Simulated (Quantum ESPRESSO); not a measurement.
A run of Quantum ESPRESSO 7.5 is set up as follows.

Contents of pw.in:

```
&CONTROL
  calculation = 'scf'
  prefix = 'pwscf'
  outdir = './tmp'
  pseudo_dir = './pseudo'
  tprnfor = .true.
  tstress = .true.
  disk_io = 'low'
/
&SYSTEM
  ibrav = 0
  A = 2.5639706
  nat = 2
  ntyp = 2
  ecutwfc = 45
  ecutrho = 360
  nbnd = 9
  occupations = 'smearing'
  smearing = 'fd'
  degauss = 0.00367493
/
&ELECTRONS
  conv_thr = 4d-10
  electron_maxstep = 120
  mixing_beta = 0.5
/
ATOMIC_SPECIES
N     14.0070 n_pbesol_v1.2.uspp.F.UPF
B     10.8100 b_pbesol_v1.4.uspp.F.UPF
CELL_PARAMETERS alat
   0.0000000000    0.7071067820    0.7071067820
   0.7071067820    0.0000000000    0.7071067820
   0.7071067820    0.7071067820    0.0000000000
ATOMIC_POSITIONS alat
N      0.3535533910    0.3535533910    0.3535533910
B      0.0000000000    0.0000000000    0.0000000000
K_POINTS automatic
10 10 10 1 1 1
```

scf2.in

```
&CONTROL
  calculation = 'scf'
  prefix = 'pwscf'
  outdir = './tmp'
  pseudo_dir = './pseudo'
  tprnfor = .true.
  tstress = .true.
  disk_io = 'low'
/
&SYSTEM
  ibrav = 0
  A = 2.5639706
  nat = 2
  ntyp = 2
  ecutwfc = 45
  ecutrho = 360
  nbnd = 9
  occupations = 'fixed'
/
&ELECTRONS
  conv_thr = 1d-13
  electron_maxstep = 120
  mixing_beta = 0.5
  startingpot = 'file'
  startingwfc = 'file'
/
ATOMIC_SPECIES
N     14.0070 n_pbesol_v1.2.uspp.F.UPF
B     10.8100 b_pbesol_v1.4.uspp.F.UPF
CELL_PARAMETERS alat
   0.0000000000    0.7071067820    0.7071067820
   0.7071067820    0.0000000000    0.7071067820
   0.7071067820    0.7071067820    0.0000000000
ATOMIC_POSITIONS alat
N      0.3535533910    0.3535533910    0.3535533910
B      0.0000000000    0.0000000000    0.0000000000
K_POINTS automatic
10 10 10 1 1 1
```

File ph.in:

```
dielectric of BN
&INPUTPH
  prefix = 'pwscf'
  outdir = './tmp'
  tr2_ph = 1d-18
  fildyn = 'dyn'
  niter_ph = 90
  alpha_mix(1) = 0.7
  epsil = .true.
  trans = .false.
  zeu = .true.
/
0.0000000000 0.0000000000 0.0000000000
```

Potentials or basis: GBRV 1.5 PBEsol.

Launch:

```console
$ OMP_NUM_THREADS=1 pw.x -in pw.in > pw.out
$ OMP_NUM_THREADS=1 pw.x -in scf2.in > scf2.out
$ OMP_NUM_THREADS=1 ph.x -in ph.in > ph.out
```

Q: What does it give for the electronic dielectric tensor (diagonal)?

A: 4.64.

Q: Estimate the Born charges (mean of the diagonal).

A: N -1.91; B +1.91 e.

Q: Estimate the pressure.

A: -5.8 GPa.

Born effective charge tensors (e):
atom 1, N
```
-1.91  0.00  0.00
 0.00 -1.91  0.00
 0.00  0.00 -1.91
```
atom 2, B
```
1.91 0.00 0.00
0.00 1.91 0.00
0.00 0.00 1.91
```

Caveat: the cell is more than 3 GPa from zero pressure, which shifts response properties.
